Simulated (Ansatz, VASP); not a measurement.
**One calculation of Cr, two programs**

```
Cr
1.0
    -1.43415    1.43415    1.43415
     1.43415   -1.43415    1.43415
     1.43415    1.43415   -1.43415
Cr
1
Direct
  0.00000 0.00000 0.00000
```

Alike in both runs: task single point; functional RPBE; k mesh 25 × 25 × 25; occupations fermi-dirac, width 0.1 eV; no spin polarisation.

|  | VASP | Ansatz |
| --- | --- | --- |
| version | VASP 6.6.1 | Ansatz 0.2.0 |
| potentials or method | VASP PAW PBE potentials, release 64 (Cr_pv) | plane waves (420 eV) with PAW, scalar-relativistic |
| plane-wave cutoff (eV) | 520 | 420 |
| valence electrons in the cell | 12 | 14 |

VASP gave:

```
pressure (GPa) : -0.4
```

**Question.** What did Ansatz give for the same quantities?

**Answer.** Pressure (GPa): 0.0.

The two sets of potentials don't hold the same shells in valence.

Caveats: the PAW data sets were made with another functional, which shifts forces and pressure a little (VASP); the run has no spin polarisation, though such a crystal can be magnetic. Spin polarisation is off, so any magnetic state and its effect on volume and gap are missing.
